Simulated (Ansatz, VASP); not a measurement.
BN: VASP beside Ansatz

```xyz
4
Lattice="2.5444 0.0000 0.0000 -1.2722 2.2035 0.0000 0.0000 0.0000 6.5104" Properties=species:S:1:pos:R:3 pbc="T T T"
B     0.0000    0.0000    3.2552
B     0.0000    1.4690    0.0000
N     0.0000    0.0000    0.0000
N     1.2722    0.7345    3.2552
```

Alike in both runs: task single point; functional PBEsol; k mesh 12 × 12 × 4; occupations gaussian, width 0.05 eV; no spin polarisation.

|  | VASP | Ansatz |
| --- | --- | --- |
| version | VASP 6.6.1 | Ansatz 0.2.0 |
| potentials or method | VASP PAW PBE potentials, release 64 (B, N) | scalar-relativistic, plane waves, PAW |
| plane-wave cutoff (eV) | 520 | 420 |
| valence electrons in the cell | 16 | 16 |

VASP gave:

```
gap on the k mesh at the Fermi level (eV)       : 4.16
least direct gap on the mesh (eV)               : 4.25
pressure (GPa)                                  : -10.2
largest component of the traceless stress (GPa) : 11.32
```

**Question.** Which values does Ansatz return?

**Answer.** gap on the k mesh at the Fermi level (eV): 4.17; least direct gap on the mesh (eV): 4.25; pressure (GPa): -10.5; largest component of the traceless stress (GPa): 11.72.

With one functional, cell and mesh, what is left measures potentials, basis and numerics.

Caveats: the PAW data sets were made with another functional, which shifts forces and pressure a little (VASP); this functional lacks dispersion, which binds the layers, so the pressure and a relaxed spacing across them are unreliable. A k mesh can miss the band edges.
